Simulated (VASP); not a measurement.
# TlBr (Pm-3m) in VASP: further runs

The runs below take TlBr through single point, relaxation of cell and atoms, with LDA.

Program: VASP 6.6.1. These are calculated values, not measurements. Logs are shortened: lines on timing, memory, paths and dates and some standing lists are left out, and cuts for length are marked.

### 1 Starting point

The structure is cubic, space group Pm-3m (No. 221). Conventional cell: a = 3.841 Å, b = 3.841 Å, c = 3.841 Å, α = 90.00°, β = 90.00°, γ = 90.00°. Tl (site symmetry m-3m) has 8 Br at 3.33 Å as nearest neighbours. Br (site symmetry m-3m) has 8 Tl at 3.33 Å as nearest neighbours.

### 2 Single point, LDA

Contents of INCAR:

```
PREC = Accurate
ENCUT = 520
EDIFF = 1E-7
ISMEAR = 0
SIGMA = 0.02
LREAL = False
LASPH = True
NELM = 100
ALGO = Normal
ISIF = 2
LWAVE = False
LCHARG = False
GGA = CA
NBANDS = 17
```

Contents of KPOINTS:

```
Automatic mesh
0
Gamma
  8 8 8
```

Contents of POSCAR:

```
TlBr
1.0
    3.8405599004      0.0000000000      0.0000000000
    0.0000000000      3.8405599004      0.0000000000
    0.0000000000      0.0000000000      3.8405599004
Tl Br
1 1
Direct
    0.0000000000      0.0000000000      0.0000000000
    0.5000000000      0.5000000000      0.5000000000
```

Potentials or basis: VASP PAW LDA potentials, release 64 (Tl_d, Br).

Launch:

```
> cat potpaw_LDA.64/Tl_d/POTCAR potpaw_LDA.64/Br/POTCAR > POTCAR
> mpirun -np 1 vasp_std > vasp.out
```

OUTCAR:

```text
PREC = Accurate
   ENCUT = 520
   EDIFF = 1E-7
   ISMEAR = 0
   LREAL = False
   LASPH = True
   NELM = 100
   ISIF = 2
   GGA = CA

 ion  position               nearest neighbor table
   1  0.000  0.000  0.000-   2 3.33   2 3.33   2 3.33   2 3.33   2 3.33   2 3.33   2 3.33   2 3.33

   2  0.500  0.500  0.500-   1 3.33   1 3.33   1 3.33   1 3.33   1 3.33   1 3.33   1 3.33   1 3.33

  LATTYP: Found a simple cubic cell.
 ALAT       =     3.8405599004

  Lattice vectors:

 A1 = (   3.8405599004,   0.0000000000,   0.0000000000)
 A2 = (   0.0000000000,   3.8405599004,   0.0000000000)
 A3 = (   0.0000000000,   0.0000000000,   3.8405599004)

Analysis of symmetry for initial positions (statically):
=====================================================================
 Subroutine PRICEL returns:
 Original cell was already a primitive cell.

 Routine SETGRP: Setting up the symmetry group for a
 simple cubic supercell.

 Subroutine GETGRP returns: Found 48 space group operations
 (whereof 48 operations were pure point group operations)
 out of a pool of 48 trial point group operations.

The static configuration has the point symmetry O_h .

Analysis of symmetry for dynamics (positions and initial velocities):
=====================================================================
 Subroutine PRICEL returns:
 Original cell was already a primitive cell.

 Routine SETGRP: Setting up the symmetry group for a
 simple cubic supercell.

 Subroutine GETGRP returns: Found 48 space group operations
 (whereof 48 operations were pure point group operations)
 out of a pool of 48 trial point group operations.

The dynamic configuration has the point symmetry O_h .

 Subroutine INISYM returns: Found 48 space group operations
 (whereof 48 operations are pure point group operations),
 and found     1 'primitive' translations

----------------------------------------------------------------------------------------

                                     Primitive cell

  volume of cell :      56.6479

  direct lattice vectors                    reciprocal lattice vectors
     3.840559900  0.000000000  0.000000000     0.260378702  0.000000000  0.000000000
     0.000000000  3.840559900  0.000000000     0.000000000  0.260378702  0.000000000
     0.000000000  0.000000000  3.840559900     0.000000000  0.000000000  0.260378702

  length of vectors
     3.840559900  3.840559900  3.840559900     0.260378702  0.260378702  0.260378702

  position of ions in fractional coordinates (direct lattice)
     0.000000000  0.000000000  0.000000000
     0.500000000  0.500000000  0.500000000

  ion indices of the primitive-cell ions
   primitive index   ion index
                 1           1
                 2           2

----------------------------------------------------------------------------------------

 KPOINTS: Automatic mesh

Automatic generation of k-mesh.
 Grid dimensions read from file:
 generate k-points for:    8    8    8

 Generating k-lattice:

  Cartesian coordinates                     Fractional coordinates (reciprocal lattice)
     0.032547338  0.000000000  0.000000000     0.125000000  0.000000000  0.000000000
     0.000000000  0.032547338  0.000000000     0.000000000  0.125000000  0.000000000
     0.000000000  0.000000000  0.032547338     0.000000000  0.000000000  0.125000000

  Length of vectors
     0.032547338  0.032547338  0.032547338

  Shift w.r.t. Gamma in fractional coordinates (k-lattice)
     0.000000000  0.000000000  0.000000000

 Subroutine IBZKPT returns following result:
 ===========================================

 Found     35 irreducible k-points:

 Following reciprocal coordinates:
            Coordinates               Weight
  0.000000  0.000000  0.000000      1.000000
  0.125000  0.000000  0.000000      6.000000
  0.250000  0.000000  0.000000      6.000000
  0.375000  0.000000  0.000000      6.000000
  0.500000  0.000000  0.000000      3.000000
  0.125000  0.125000  0.000000     12.000000
[... 16 lines left out ...]
  0.375000  0.375000  0.125000     24.000000
  0.500000  0.375000  0.125000     24.000000
 [... further k-points ...]
   k-points           NKPTS =     35   k-points in BZ     NKDIM =     35   number of bands    NBANDS=     17
   number of dos      NEDOS =    301   number of ions     NIONS =      2
   total plane-waves  NPLWV =  27000
   dimension x,y,z NGX =    30 NGY =   30 NGZ =   30
   dimension x,y,z NGXF=    60 NGYF=   60 NGZF=   60
   ions per type =               1   1
   NGX,Y,Z   is equivalent  to a cutoff of  12.99, 12.99, 12.99 a.u.
   NGXF,Y,Z  is equivalent  to a cutoff of  25.97, 25.97, 25.97 a.u.
 SYSTEM =  unknown system
   PREC   = accura    normal or accurate (medium, high low for compatibility)
   ISTART =      0    job   : 0-new  1-cont  2-samecut
   ICHARG =      2    charge: 1-file 2-atom 10-const
   ISPIN  =      1    spin polarized calculation?
   LNONCOLLINEAR =      F non collinear calculations
   LSORBIT =      F    spin-orbit coupling
   LASPH  =      T    aspherical Exc in radial PAW
   ENCUT  =  520.0 eV  38.22 Ry    6.18 a.u.   7.14  7.14  7.14*2*pi/ulx,y,z
   NELM   =    100;   NELMIN=  2; NELMDL= -5     # of ELM steps
   EDIFF  = 0.1E-06   stopping-criterion for ELM
   LREAL  =      F    real-space projection
   EDIFFG = 0.1E-05   stopping-criterion for IOM
   NSW    =      0    number of steps for IOM
   IBRION =     -1    ionic relax: 0-MD 1-quasi-New 2-CG
   NFREE  =      0    steps in history (QN), initial steepest desc. (CG)
   ISIF   =      2    stress and relaxation
   ISYM   =      2    0-nonsym 1-usesym 2-fastsym
   POTIM  = 0.5000    time-step for ionic-motion
   TEBEG  =    0.0;   TEEND  =   0.0 temperature during run
   PSTRESS=    0.0 pullay stress
   NELECT =      20.0000    total number of electrons
   NUPDOWN=      -1.0000    fix difference up-down
   EMIN   =  10.00;   EMAX   =-10.00  energy-range for DOS
   EFERMI =   0.00;   METHOD = LEGACY
   ISMEAR =     0;   SIGMA  =   0.02  broadening in eV -4-tet -1-fermi 0-gaus
   EFERMI_NEDOS =   21; number of points for ismear=-14 and -15
   IALGO  =     38    algorithm
   IMIX   =      4    mixing-type and parameters
     AMIX     =   0.40;   BMIX     =  1.00
     AMIX_MAG =   1.60;   BMIX_MAG =  1.00
  volume/ion in A,a.u.               =      28.32       191.14
  Fermi-wavevector in a.u.,A,eV,Ry     =   1.157063  2.186532 18.215404  1.338794
  Thomas-Fermi vector in A             =   2.293678
   LORBIT       =      0    0 simple, 1 ext, 2 COOP (PROOUT), +10 PAW based schemes
   GGA     = CA    functional components
   LHFCALC =     F    Hartree Fock is set to
   AEXX    =    0.0000 exact exchange contribution
   IVDW    =     0    specifies the selected vdW correction
   LEPSILON=     F    determine dielectric tensor
   LRPA    =     F    only Hartree local field effects (RPA)
 non-spin polarized calculation
 Gauss-broadening in eV      SIGMA  =   0.02
  energy-cutoff  :      520.00
  volume of cell :       56.65
 maximum number of plane-waves:      1568
 NGX is ok and might be reduce to    30
   NGX = 15   NGY = 15   NGZ = 15

 number of electron      20.0000002 magnetization

 Free energy of the ion-electron system (eV)
  ---------------------------------------------------
  ext. energy  EPLUGINS =         0.00000000
  ---------------------------------------------------
  free energy    TOTEN  =        -6.55676677 eV

  energy without entropy =       -6.55676677  energy(sigma->0) =       -6.55676677

 E-fermi :   3.6089     XC(G=0):  -9.8774

 val. band max:        3.4785521881   @ k =   0.5000   0.0000   0.0000
 cond. band min:       4.8234755436   @ k =   0.5000   0.0000   0.0000
 fundamental gap:      1.3449233555
 Fermi energy:         3.6089085968

 k-point     1 :       0.0000    0.0000    0.0000
  band No.  band energies     occupation
      1     -10.9798      2.00000
      2      -6.9008      2.00000
      3      -6.9008      2.00000
      4      -6.6562      2.00000
      5      -6.6562      2.00000
      6      -6.6562      2.00000
[... 9 lines left out ...]
     16      15.5163      0.00000
     17      17.0084      0.00000

 k-point     2 :       0.1250    0.0000    0.0000
  band No.  band energies     occupation
      1     -10.9333      2.00000
      2      -6.8984      2.00000
      3      -6.8743      2.00000
      4      -6.6701      2.00000
      5      -6.6701      2.00000
      6      -6.6550      2.00000
[... 9 lines left out ...]
     16      16.4130      0.00000
     17      16.6949      0.00000

 k-point     3 :       0.2500    0.0000    0.0000
  band No.  band energies     occupation
      1     -10.8160      2.00000
      2      -6.8924      2.00000
      3      -6.8125      2.00000
      4      -6.7033      2.00000
      5      -6.7033      2.00000
      6      -6.6520      2.00000
[... 9 lines left out ...]
     16      15.4160      0.00000
     17      16.7983      0.00000

 k-point     4 :       0.3750    0.0000    0.0000
  band No.  band energies     occupation
      1     -10.6907      2.00000
      2      -6.8863      2.00000
      3      -6.7558      2.00000
      4      -6.7359      2.00000
      5      -6.7359      2.00000
      6      -6.6491      2.00000
[... 9 lines left out ...]
     16      15.1191      0.00000
     17      16.9678      0.00000

 k-point     5 :       0.5000    0.0000    0.0000
  band No.  band energies     occupation
      1     -10.6362      2.00000
      2      -6.8838      2.00000
      3      -6.7493      2.00000
      4      -6.7493      2.00000
      5      -6.7342      2.00000
      6      -6.6478      2.00000
[... 9 lines left out ...]
     16      16.9604      0.00000
     17      17.2162      0.00000

 k-point     6 :       0.1250    0.1250    0.0000
  band No.  band energies     occupation
      1     -10.8898      2.00000
      2      -6.8842      2.00000
      3      -6.8585      2.00000
      4      -6.6811      2.00000
      5      -6.6712      2.00000
      6      -6.6656      2.00000
[... 9 lines left out ...]
     16      15.4429      0.00000
     17      15.8686      0.00000

 k-point     7 :       0.2500    0.1250    0.0000
  band No.  band energies     occupation
      1     -10.7805      2.00000
      2      -6.8741      2.00000
      3      -6.7989      2.00000
      4      -6.7060      2.00000
      5      -6.7010      2.00000
      6      -6.6639      2.00000
[... 9 lines left out ...]
     16      15.0963      0.00000
     17      15.5369      0.00000

 k-point     8 :       0.3750    0.1250    0.0000
  band No.  band energies     occupation
      1     -10.6646      2.00000
      2      -6.8672      2.00000
      3      -6.7416      2.00000
      4      -6.7323      2.00000
      5      -6.7270      2.00000
      6      -6.6602      2.00000
[... 9 lines left out ...]
     16      15.4391      0.00000
     17      15.7479      0.00000
[... 203 lines left out ...]
      1     -10.5907      2.00000
      2      -6.8413      2.00000
      3      -6.7663      2.00000
      4      -6.7093      2.00000
      5      -6.7047      2.00000
      6      -6.6699      2.00000
[... 9 lines left out ...]
     16      15.1886      0.00000
     17      15.4724      0.00000

 k-point    20 :       0.2500    0.2500    0.1250
  band No.  band energies     occupation
      1     -10.6602      2.00000
      2      -6.8173      2.00000
      3      -6.7484      2.00000
      4      -6.7308      2.00000
      5      -6.7047      2.00000
      6      -6.6803      2.00000
[... 9 lines left out ...]
     16      15.3078      0.00000
     17      15.9747      0.00000

 k-point    21 :       0.3750    0.2500    0.1250
  band No.  band energies     occupation
      1     -10.5708      2.00000
      2      -6.8042      2.00000
      3      -6.7575      2.00000
      4      -6.7117      2.00000
      5      -6.6817      2.00000
      6      -6.6799      2.00000
[... 9 lines left out ...]
     16      14.8104      0.00000
     17      15.9785      0.00000

 k-point    22 :       0.5000    0.2500    0.1250
  band No.  band energies     occupation
      1     -10.5327      2.00000
      2      -6.7991      2.00000
      3      -6.7715      2.00000
      4      -6.7034      2.00000
      5      -6.6843      2.00000
      6      -6.6566      2.00000
[... 9 lines left out ...]
     16      14.3947      0.00000
     17      16.6573      0.00000

 k-point    23 :       0.3750    0.3750    0.1250
  band No.  band energies     occupation
      1     -10.5023      2.00000
      2      -6.7818      2.00000
      3      -6.7513      2.00000
      4      -6.7332      2.00000
      5      -6.6742      2.00000
      6      -6.6248      2.00000
[... 9 lines left out ...]
     16      14.3510      0.00000
     17      16.0551      0.00000

 k-point    24 :       0.5000    0.3750    0.1250
  band No.  band energies     occupation
      1     -10.4734      2.00000
      2      -6.7738      2.00000
      3      -6.7567      2.00000
      4      -6.7315      2.00000
      5      -6.6756      2.00000
      6      -6.5981      2.00000
[... 9 lines left out ...]
     16      14.3474      0.00000
     17      16.5548      0.00000

 [... further k-points ...]

------------------------ aborting loop because EDIFF is reached ----------------------------------------

  FORCE on cell =-STRESS in cart. coord.  units (eV):
  Direction    XX          YY          ZZ          XY          YZ          ZX
  --------------------------------------------------------------------------------------
  -------------------------------------------------------------------------------------
  Total        0.0077002      0.0077002      0.0077002      0.0000000     -0.0000000     -0.0000000
  in kB        0.2177844      0.2177844      0.2177844      0.0000000     -0.0000000     -0.0000000
  external PRESSURE =       0.2177844 kB  Pullay stress =       0.0000000 kB

 VOLUME and BASIS-vectors are now :
 -----------------------------------------------------------------------------
  energy-cutoff  :      520.00
  volume of cell :       56.65
      direct lattice vectors                 reciprocal lattice vectors
     3.840559900  0.000000000  0.000000000     0.260378702  0.000000000  0.000000000
     0.000000000  3.840559900  0.000000000     0.000000000  0.260378702  0.000000000
     0.000000000  0.000000000  3.840559900     0.000000000  0.000000000  0.260378702

 POSITION                                       TOTAL-FORCE (eV/Angst)
 -----------------------------------------------------------------------------------
      0.00000      0.00000      0.00000         0.000000      0.000000      0.000000
      1.92028      1.92028      1.92028         0.000000      0.000000      0.000000
 -----------------------------------------------------------------------------------
    total drift:                                0.000000     -0.000000     -0.000000

  FREE ENERGIE OF THE ION-ELECTRON SYSTEM (eV)
  ---------------------------------------------------
  free  energy   TOTEN  =        -6.5567667678 eV

  energy  without entropy=       -6.5567667678  energy(sigma->0) =       -6.55676677
```

Run time: 12 s. Hardware: 1 thread of Intel Xeon 6975P-C (Granite Rapids), shared host; peak memory 0.16 GiB.

Results:

- Free energy: -6.5568 eV
- Pressure: 0.0 GPa
- Band gap on the k mesh: 1.34 eV, direct

Caveat: spin-orbit coupling is left out, which as a rule narrows the gap of such compounds by several tenths of an eV.

### 3 Relaxation of cell and atoms, LDA

Contents of INCAR:

```
PREC = Accurate
ENCUT = 600
EDIFF = 1E-6
ISMEAR = 0
SIGMA = 0.02
LREAL = False
LASPH = True
NELM = 100
ALGO = Normal
ISIF = 3
LWAVE = False
LCHARG = False
GGA = CA
IBRION = 2
NSW = 100
EDIFFG = -0.005
```

KPOINTS is that of step 2.

POSCAR is that of step 2.

Potentials or basis: VASP PAW LDA potentials, release 64 (Tl_d, Br).

Launch:

```
> cat potpaw_LDA.64/Tl_d/POTCAR potpaw_LDA.64/Br/POTCAR > POTCAR
> mpirun -np 1 vasp_std > vasp.out
```

Run time: 12 s. Hardware: 1 thread of Intel Xeon 6975P-C (Granite Rapids), shared host; peak memory 0.17 GiB.

The run converged. Its results:

* Free energy: -6.5568 eV
* Relaxed volume: 28.36 Å³/atom
* Relaxed cell: a = 3.842 Å, b = 3.842 Å, c = 3.842 Å, α = 90.00°, β = 90.00°, γ = 90.00°
* Space group after relaxing (to 0.05 Å): Pm-3m (No. 221)
* Energy gained by relaxing: 0.0 meV/atom
* Ionic steps: 2
* Pressure after relaxing: 0.0 GPa
* Band gap on the k mesh: 1.35 eV, direct

Final structure:
```cif
data_structure
_symmetry_space_group_name_H-M 'P 1'
_symmetry_Int_Tables_number 1
_cell_length_a 3.8423
_cell_length_b 3.8423
_cell_length_c 3.8423
_cell_angle_alpha 90.000
_cell_angle_beta 90.000
_cell_angle_gamma 90.000
_cell_volume 56.72
loop_
_atom_site_label
_atom_site_type_symbol
_atom_site_fract_x
_atom_site_fract_y
_atom_site_fract_z
_atom_site_occupancy
Tl1 Tl 0.00000 0.00000 0.00000 1
Br1 Br 0.50000 0.50000 0.50000 1
```

Levels at points of the mesh, in eV from the valence-band top:
| k point | band 7 | band 8 | band 9 | band 10 | band 11 | band 12 | band 13 | band 14 |
| --- | --- | --- | --- | --- | --- | --- | --- | --- |
| (0.00, 0.00, 0.00) | -5.06 | -1.82 | -1.82 | -1.82 | 6.52 | 6.52 | 7.43 | 7.43 |
| (0.50, 0.00, 0.00) | -6.36 | -1.17 | -1.17 | 0.00 | 1.35 | 5.53 | 5.53 | 7.41 |
| (0.50, 0.50, 0.00) | -4.12 | -3.78 | -3.78 | -1.09 | 4.80 | 4.80 | 7.43 | 7.52 |
| (0.50, 0.50, 0.50) | -2.84 | -2.49 | -2.49 | -2.49 | 1.47 | 1.47 | 1.47 | 13.24 |

Caveat: spin-orbit coupling is left out, which as a rule narrows the gap of such compounds by several tenths of an eV.

[end of part 1 of 2]
